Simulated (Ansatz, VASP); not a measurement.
## C in VASP and in Ansatz

```
C
1.0
     2.07275   -1.19677    0.00000
     2.07275    1.19677    0.00000
    -1.34369    0.00000    3.41297
C
2
Direct
  0.83336 0.83336 0.00009
  0.16664 0.16664 0.99991
```

This is a stacking variant of graphite.

Alike in both runs: task single point; functional LDA; k mesh 14 × 14 × 8; occupations fermi-dirac, width 0.1 eV; no spin polarisation.

|  | VASP | Ansatz |
| --- | --- | --- |
| version | VASP 6.6.1 | Ansatz 0.2.0 |
| potentials or method | VASP PAW LDA potentials, release 64 (C) | plane waves, PAW |
| plane-wave cutoff (eV) | 520 | 463 |
| valence electrons in the cell | 8 | 8 |

|  | VASP | Ansatz | Ansatz less VASP |
| --- | --- | --- | --- |
| pressure (GPa) | 20.4 | 19.6 | -0.78 |
| largest component of the traceless stress (GPa) | 21.26 | 20.32 | -0.940 |

Caveats: so large a pressure means that the cell lies far from this level's equilibrium, or that cutoff or potentials fall short (VASP).
